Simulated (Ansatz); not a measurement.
**How the smearing shapes the phonons of Os-Pt-Os stack of (111) layers**

Aim: see how the phonons of Os-Pt-Os stack of (111) layers along the first symmetry line respond to the electronic smearing. The first relaxation steps of the session are not shown, so no cell shown is the starting entry, unless a step says so.

Main program and level: Ansatz 0.2.0; DFT PBE, scalar-relativistic, plane waves, PAW.

This is a report of a sequence of runs, with most program output left out.

## (1) The cell after earlier relaxation steps

The cell holds 3 atoms: 2 Os and 1 Pt. Cell: a = 2.682 Å, b = 2.682 Å, c = 32.853 Å, α = 90.0°, β = 90.0°, γ = 120.0°. Vacuum lies along c.

## (2) Tight relaxation

Phonons are second derivatives about the minimum, so the remaining forces must be small: the thresholds are tightened. Earlier relaxation steps are not shown.

Input file input.yaml:

```yaml
crystal:
  lattice:
    - [2.68190374, 0.0, 0.0]
    - [-1.34095187, 2.3225967693, 0.0]
    - [0.0, 0.0, 32.8528545601]
  atoms:
    - { symbol: Os, position: [0.0, 0.0, 0.1674527605] }
    - { symbol: Pt, position: [0.3333333333, 0.6666666667, 0.2363026015] }
    - { symbol: Os, position: [0.6666666667, 0.3333333333, 0.3051524426] }
  periodic: [true, true, false]
kpoints:
  mp_grid: { grid: [12, 12, 1] }
hamiltonian:
  xc: pbe
scf:
  occupations: { method: methfessel_paxton, width: 0.2 }
output:
  forces: true
  stress: true
  eigenvalues: true
  write_density: true
  write_potential: true
  elf: true
  volumetric_format: npy
relax:
  adjacent_minimum: "off"
  f_tol: 0.001
  max_steps: 60
  cell: { stress_2d_tol: 0.002 }
```

On the command line:

```sh
$ ansatz run input.yaml --threads 4 --pin off --max-ram 8192MiB --backend cpu --events-out ev --progress --plain --runs-dir out
```

It took 8.5 s on 4 threads of Arm Neoverse V2, shared host; peak memory 0.56 GiB; 32 s of CPU time.

Little changed from the start: no atom moved by 0.005 Å and no cell edge by 0.1 %.

This step gave:

- metallic on mesh: yes
- gap on the k-mesh: 0 eV

Electrostatic potential energy in the ca plane at fractional y = 0.333, with atoms of Os within 0.2 Å of it. With pseudopotentials it is smooth inside the atoms' cores, unlike the true potential.

Values in eV, 5 rows by 16 columns, each cell a mean:
```
  0   0   0   0  -3 -12  -7  -9  -9 -30 -42  -6   0   0   0   0
  0   0   0   0  -2  -6  -4  -5  -6 -38 -48 -10   0   0   0   0
  0   0   0   0  -3 -12  -7 -10  -9 -29 -41  -6   0   0   0   0
  0   0   0   0  -6 -29 -13 -25 -19 -10 -14  -2   0   0   0   0
  0   0   0   0  -6 -30 -13 -25 -19 -10 -14  -2   0   0   0   0
```
Columns run along c (16.0 Å, from fractional 0.00 to 0.49 of the cell; values clipped at the 3rd and 97th percentile), rows up along a (2.7 Å). Atoms in or near the plane, at fractional coordinates: Os at (0.31, 0.67).

ELF in the ca plane at fractional y = 0.333, with atoms of Os within 0.2 Å of it. It is the smooth field of the valence electrons, not physical close to the nuclei.

Values, 5 rows by 16 columns, each cell a mean:
```
0.00 0.00 0.01 0.13 0.33 0.33 0.25 0.25 0.28 0.44 0.56 0.22 0.07 0.01 0.00 0.00
0.00 0.00 0.01 0.14 0.39 0.39 0.23 0.21 0.27 0.52 0.56 0.23 0.07 0.01 0.00 0.00
0.00 0.00 0.01 0.13 0.33 0.33 0.25 0.26 0.28 0.43 0.55 0.22 0.08 0.01 0.00 0.00
0.00 0.00 0.01 0.11 0.26 0.41 0.30 0.36 0.34 0.30 0.36 0.30 0.09 0.01 0.00 0.00
0.00 0.00 0.01 0.11 0.26 0.41 0.30 0.35 0.34 0.29 0.35 0.30 0.09 0.01 0.00 0.00
```
Columns run along c (16.0 Å, from fractional 0.00 to 0.49 of the cell), rows up along a (2.7 Å). Atoms in or near the plane, at fractional coordinates: Os at (0.31, 0.67).

Valence density in the ca plane at fractional y = 0.333, with atoms of Os within 0.2 Å of it. It is the smooth field of the valence electrons, not physical close to the nuclei.

Ten steps, logarithmic in the rise over the least value, from '0' (0.0 e/Å³) to '9' (7.8 e/Å³), each cell a mean:
```
00000000000123454333444434688642100000000000
00000000000123343322333335899852100000000000
00000000000123333322333346999862100000000000
00000000000123343323343335899852100000000000
00000000000123454333455434677632100000000000
00000000000124665434576533455431000000000000
00000000000124676444677533344321000000000000
00000000000124565434566433455431000000000000
```
Columns run along c (16.0 Å, from fractional 0.00 to 0.49 of the cell), rows up along a (2.7 Å). Atoms in or near the plane, at fractional coordinates: Os at (0.31, 0.67).

## (3) Phonons along a line: Fermi–Dirac smearing of 0.1 eV

The smearing blurs the Fermi surface that screens the phonons; a Fermi–Dirac width is an electronic temperature.

Input file input.yaml:

```yaml
crystal:
  lattice:
    - [2.6818352714, 0.0, 0.0]
    - [-1.3409176357, 2.3225374738, 0.0]
    - [0.0, 0.0, 32.8528545601]
  atoms:
    - { symbol: Os, position: [0.0, 0.0, 0.1674600735] }
    - { symbol: Pt, position: [0.3333333333, 0.6666666667, 0.2363026015] }
    - { symbol: Os, position: [0.6666666667, 0.3333333333, 0.3051451296] }
  periodic: [true, true, false]
kpoints:
  mp_grid: { grid: [18, 18, 1] }
hamiltonian:
  xc: pbe
scf:
  occupations: { method: fermi_dirac, width: 0.1 }
output:
  eigenvalues: true
phonons:
  method: dfpt
  qpoints:
    - [0, 0, 0]
    - [0.166666667, 0.0, 0.0]
    - [0.333333333, 0.0, 0.0]
    - [0.5, 0.0, 0.0]
```

Elapsed: 11 min, on 4 threads; peak memory 3.7 GiB.

Each wavevector solved by linear response. Frequency against |q| along the line; 7 of 9 lines:

```
|q| along the line (Å⁻¹)  mode 1 (cm⁻¹)  mode 2 (cm⁻¹)  mode 3 (cm⁻¹)  mode 4 (cm⁻¹)  mode 5 (cm⁻¹)  mode 6 (cm⁻¹)  mode 7 (cm⁻¹)
                   0.000              0              0              0           60.6           60.6            101            101
                   0.451           44.4           62.9           83.7           99.0            116            121            125
                   0.902           87.5           92.1           93.4            110            126            132            153
                   1.353           79.6           86.3           91.1            116            126            135            145
```

## (4) Wavevectors along a line: Fermi–Dirac smearing of 0.25 eV

input.yaml, as its differences from that of step 3:

```diff
@@ -15,3 +15,3 @@
 scf:
-  occupations: { method: fermi_dirac, width: 0.1 }
+  occupations: { method: fermi_dirac, width: 0.25 }
 output:
```

Wider smearing eases the sum over k-points of a metal but moves the result away from its zero-temperature value.

Run time: 13 min. Hardware: 4 threads; peak memory 3.9 GiB.

Each wavevector solved by linear response. Table of frequency by |q| along the line; 7 of 9 lines:

```csv
|q| along the line (Å⁻¹),mode 1 (cm⁻¹),mode 2 (cm⁻¹),mode 3 (cm⁻¹),mode 4 (cm⁻¹),mode 5 (cm⁻¹),mode 6 (cm⁻¹),mode 7 (cm⁻¹)
0.000,0,0,0,58.2,58.2,96.9,96.9
0.451,42.1,61.1,82.3,96.7,111,117,123
0.902,83.0,91.3,93.2,108,128,128,152
1.353,79.3,83.0,89.4,117,120,140,142
```

Against step 3 (now smearing width 0.25 eV), the free energy moves by -94.6 meV an atom.

## (5) Smearing and the soft branch

Table of lowest frequency by |q| along the line:

| \|q\| along the line (Å⁻¹) | fermi dirac 0.1 eV, k 18x18x1 (cm⁻¹) | fermi dirac 0.25 eV, k 18x18x1 (cm⁻¹) |
| --- | --- | --- |
| 0.000 | 0 | 0 |
| 0.451 | 44.4 | 42.1 |
| 0.902 | 87.5 | 83.0 |
| 1.353 | 79.6 | 79.3 |

## (6) Results

| Quantity | Value |
| --- | --- |
| phonon run of the rows without a label of their own | PBE, k 18×18×1 |
| lowest branch at the last solved point, Fermi–Dirac 0.1 eV | 79.6 cm⁻¹ at \|q\| = 1.35 Å⁻¹ |
| lowest branch at the last solved point, Fermi–Dirac 0.25 eV | 79.3 cm⁻¹ at \|q\| = 1.35 Å⁻¹ |

What this shows: No branch softens by more than 4 % of the top frequency as the smearing narrows, so no anomaly that hangs on the smearing shows at these points. The line holds 4 wavevectors, so a narrow dip between them would be missed. Between Fermi–Dirac 0.25 eV and Fermi–Dirac 0.1 eV the largest change, with modes counted by rank of frequency, is in mode 5 at |q| = 1.35 Å⁻¹, from 120 to 126 cm⁻¹. Where branches cross, a count by rank can hide a softening. At the narrowest width the k mesh may not resolve the Fermi surface, so part of the change can be mesh noise. Spin–orbit coupling, left out here, matters for Os and Pt. The structure was built by hand as an ordered model, and its stability against other phases was not tested.

[Logs are printed without paths, hosts, clocks, repeated set-up lines and the standing remarks that a program may print on its own settings, such as how far it seeks lower states.]

[Hosts, paths, dates, database ids (printed as entryN), source tags and the programs' standing remarks are cut or masked in the printed files.]
